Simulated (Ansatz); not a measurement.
Runs of Ansatz 0.2.0 on CoO. The structure is tetragonal, space group I4/mmm (No. 139). The conventional cell has a = 3.016 Å, b = 3.016 Å, c = 4.214 Å, α = 90.00°, β = 90.00°, γ = 90.00°. Co (site symmetry 4/mmm) has 6 O at 2.11 to 2.13 Å as nearest neighbours. Around O (site symmetry 4/mmm) lie 6 Co at 2.11 to 2.13 Å. 

```tsv
task	level	cell	cutoff (eV)	basis error allowed	gap on the mesh (eV)	pressure (GPa)	moment (μB)
band structure	PBEsol	as given	369	0.001 eV/atom	-	(a)	2.94
band structure	PBE	as given	369	0.001 eV/atom	-	0.0	2.91
band structure	LDA	as given	368	0.001 eV/atom	-	-17.9	2.85
single point	PBE	atoms moved at random, drawn with an rms of 0.05 Å	389	0.001 eV/atom	none	0.5	2.92
single point	PBE	as given	369	0.001 eV/atom	none	0.0	2.91
```

Alike in all rows: potentials or basis all-electron LAPW, scalar-relativistic; spin collinear, ferromagnetic start; k mesh 12 × 12 × 12; smearing fermi-dirac 0.05 eV.

**Question.** Fill in the values left out.

**Answer.** (a) -9.2.

Caveats: a cell with one magnetic atom can't hold antiferromagnetic order, which such compounds often take; semilocal functionals often make such compounds metallic where correlation or magnetic order opens a gap, which also shifts bond lengths.

A gap of «none» marks a metal or a gap under the smearing width.
